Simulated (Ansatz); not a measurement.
Pb: energy along a strain

Pb, Fm-3m, a = 4.940 Å (as given, not relaxed at this level: 2.7 GPa). Ansatz: PBE, PAW, 420 eV, Γ-centred 16×16×16 mesh on 1 atom, Gaussian smearing 0.15 eV; no spin polarisation. Cell vectors (Å): 0.000 2.470 2.470; 2.470 0.000 2.470; 2.470 2.470 0.000. The cell is strained by x per cent times the pattern (1 0 0 0 0 0) in the order xx yy zz yz xz xy (engineering shears), with fractional coordinates held. y is the free energy over the start, V0 = 30.131 Å³/atom.

```tsv
x (%)	y (meV/atom)
-6.00	?
-4.50	36.43
-3.00	21.07
-1.50	8.97
0.00	0.00
1.50	-6.23
3.00	-9.95
4.50	-11.41
5.25	-11.39
6.00	-10.95
```

Fit y = c1 x + c2 x² + c3 x³ to the other rows, get the stiffness along the pattern, and predict the missing energy.

Least squares on the rows shown. y = −5.0433 x + 0.61771 x² − 0.013501 x³. The clamped-ion stiffness p·C·p = 2 × 6.177 eV × 160.2 / 30.131 Å³ = 66 GPa, which is C11 in these axes (second derivative at the start, which stands under stress). At x = -6.00 the fit asked for gives 55.41 meV/atom. The run gave 54.99 meV/atom, so the fit is 0.42 meV/atom too high, 0.63 % of the span of the series, against an rms of 0.02 meV/atom on the fitted rows. The row lies outside the fitted range. With a term in x⁴ added, a fit to the same known rows predicts 55.39 meV/atom, no real gain.

Spin–orbit coupling is left out, which can shift energies with elements as heavy as these.